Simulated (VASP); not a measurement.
Here is a VASP 6.6.1 calculation.

The input INCAR:

```
PREC     = Accurate       # precision mode
ENCUT    = 600            # plane-wave cutoff, eV
EDIFF    = 1E-7           # SCF threshold, eV
ISMEAR   = 0              # smearing method
SIGMA    = 0.03           # smearing width, eV
LREAL    = F              # projectors in reciprocal space
LASPH    = T              # aspherical terms in the spheres
NELM     = 150            # most SCF steps
ALGO     = Normal         # electronic algorithm
ISIF     = 3              # what is computed and relaxed
LWAVE    = F              # write WAVECAR
LCHARG   = F              # write CHGCAR
ISPIN    = 2              # spin polarisation
MAGMOM   = 3 -3 -3 3 0 0 0 0 0 0 # initial moments
LORBIT   = 11             # projections on sites
LMAXMIX  = 4              # l up to which the mixer works
LDAU     = T              # DFT+U
LDAUTYPE = 2            
LDAUL    = 2 -1           # shell
LDAUU    = 3.7 0          # U, eV
LDAUJ    = 0 0          
LDAUPRINT= 1            
GGA      = PE             # functional
IBRION   = 2              # ionic algorithm
NSW      = 90             # ionic steps
EDIFFG   = -0.005         # ionic threshold
AMIX     = 0.2          
BMIX     = 1E-4         
AMIX_MAG = 0.8          
BMIX_MAG = 1E-4         
KPAR     = 4
```

Contents of KPOINTS:

```
regular mesh
0
Gamma
  9 9 7
```

Contents of POSCAR:

```
Cr2O3                                   
1.0
    2.5310633094      1.4613100807      4.6158508001
   -2.5310633094      1.4613100807      4.6158508001
    0.0000000000     -2.9226201614      4.6158508001
  Cr              O             
     4     6
Direct
     0.3480586527491870    0.3480586527491870    0.3480586527491870
     0.1519413472508130    0.1519413472508130    0.1519413472508130
     0.6519413472508129    0.6519413472508129    0.6519413472508129
     0.8480586527491871    0.8480586527491871    0.8480586527491871
     0.5537551566131734    0.9462448433868266    0.2500000000000000
     0.2499999999999786    0.5537551566131521    0.9462448433868694
     0.9462448433868479    0.2500000000000214    0.5537551566131306
     0.4462448433868265    0.0537551566131735    0.7500000000000000
     0.7500000000000214    0.4462448433868481    0.0537551566131306
     0.0537551566131520    0.7499999999999786    0.4462448433868694
```

Potentials or basis: VASP PAW PBE potentials, release 64 (Cr_pv, O).

Launch:

```console
$ cat potpaw_PBE.64/Cr_pv/POTCAR potpaw_PBE.64/O/POTCAR > POTCAR
$ mpirun -np 4 vasp_std > vasp.out
```

Question: Estimate the net moment.

Answer: 0.00 μB per cell.

Question: Predict the relaxed cell.

Answer: a = 5.462 Å, b = 5.462 Å, c = 5.462 Å, α = 55.21°, β = 55.21°, γ = 55.21°.

Question: Predict the relaxed volume.

Answer: 10.24 Å³/atom.

Question: What does it give for the band gap on the k mesh?

Answer: 3.11 eV, indirect (least direct gap 3.14 eV).

Forces on the atoms (eV/Å):
```
Cr   0.000  0.000  0.003
Cr   0.000  0.000 -0.003
Cr   0.000  0.000 -0.003
Cr   0.000  0.000  0.003
O    0.002  0.000  0.000
O   -0.001  0.002  0.000
O   -0.001 -0.002  0.000
O   -0.002  0.000  0.000
O    0.001 -0.002  0.000
O    0.001  0.002  0.000
```

Caveat: an odd mesh through Γ misses points on the zone boundary, where band edges often lie.
